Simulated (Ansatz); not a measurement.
**InSe (R3m): cell relaxations under several functionals from a Python script**

Aim: cell relaxations under several functionals, for InSe (R3m), run from a script.

The COD entry's cell or inner coordinates are ideal or old and differ from later refinements, so a difference from it is no clean test against experiment.

All numbers are computed with Ansatz 0.2.0, driven from Python. The levels of theory stand in the script.

## 1. Starting point

It takes space group R3m (No. 160, trigonal). Conventional cell: a = 4.000 Å, b = 4.000 Å, c = 25.320 Å, α = 90.00°, β = 90.00°, γ = 120.00°. Around In (site symmetry 3m) lie 3 Se at 2.64 Å and 1 In at 2.82 Å. In (site symmetry 3m) has 3 Se at 2.63 Å and 1 In at 2.82 Å as nearest neighbours. Around Se (site symmetry 3m) lie 3 In at 2.64 Å. Around Se (site symmetry 3m) lie 3 In at 2.63 Å.

No structure file is read: the coordinates are typed or built in the script.

## 2. The script

run_lattice.py

```python
"""How the lattice of InSe depends on the functional."""

import warnings

import ansatz as az
import numpy as np

KMESH = (6, 6, 6)
OCCUPATIONS = "fixed"
FORCE_TOL = 0.01

def edges_and_angles(cell):
    cell = np.asarray(cell)
    a, b, c = np.linalg.norm(cell, axis=1)
    cosines = cell[1] @ cell[2] / (b * c), cell[0] @ cell[2] / (a * c), cell[0] @ cell[1] / (a * b)
    return (a, b, c, *np.degrees(np.arccos(cosines)))

warnings.simplefilter("ignore", az.DeckWarning)

vectors = np.array([
    [2.0, 1.154701, 8.44],
    [-2.0, 1.154701, 8.44],
    [0.0, -2.309401, 8.44],
])
cell = (
    az.Lattice.of(vectors)
    .atom("In", (0.0, 0.0, 0.0))
    .atom("In", (0.1114, 0.1114, 0.1114))
    .atom("Se", (0.6165, 0.6165, 0.6165))
    .atom("Se", (0.8281, 0.8281, 0.8281))
)

model = (
    cell.calculation()
    .basis(41 * az.Ry)
    .kpoints(*KMESH)
    .occupations(OCCUPATIONS)
    .relax(cell=True, force_tolerance=FORCE_TOL)
)

levels = [("blyp", "d3bj"), ("pbesol", "d3bj"), ("lda", "none")]
print("level            a       b       c    alpha   beta  gamma  V/atom  steps")
for name, dispersion in levels:
    seen = []
    run = model.functional(name, dispersion=dispersion).session().plan()
    res = run.execute(on_event=lambda e: seen.append(e) if e["event"] == "relax_step" else None)
    cell = res.lattice.cell_ang
    label = name if dispersion == "none" else f"{name}+{dispersion}"
    print("{:13s} {:7.4f} {:7.4f} {:7.4f} {:6.2f} {:6.2f} {:6.2f}".format(label, *edges_and_angles(cell)), f"{abs(np.linalg.det(cell)) / len(res.lattice.sites):7.3f} {len(seen):5d}")
```

## 3. Launch

Launch:

```sh
python run_lattice.py
```

**Question.** Rank the levels of theory by the volume of the relaxed cell.

As calculated:

```
       quantity                                             value
  runs compared                                                 3
 relaxed volume  27.39 (pbesol d3bj) to 29.20 Å³/atom (blyp d3bj)
gap on the mesh                   0.11 (blyp) to 0.33 eV (pbesol)
```

In words: From smallest to largest: PBEsol+D3BJ (27.39 Å³ an atom, -6.3 % against the start), LDA (27.81 Å³ an atom, -4.9 % against the start) and BLYP+D3BJ (29.20 Å³ an atom, -0.1 % against the start). The spread is 6.6 % in volume. In run 1, over 4 moves the cell shrank by 0.1 % in volume, and the space group stayed R3m. In run 3, the volume shrank by 4.9 % over 4 moves, and the space group stayed R3m. What to keep in mind:
- Edges and angles that the script prints are those of the cell as typed, here a primitive one.
- Of the deposited cell: the entry's cell lengths or inner coordinates differ somewhat from later room-temperature determinations.
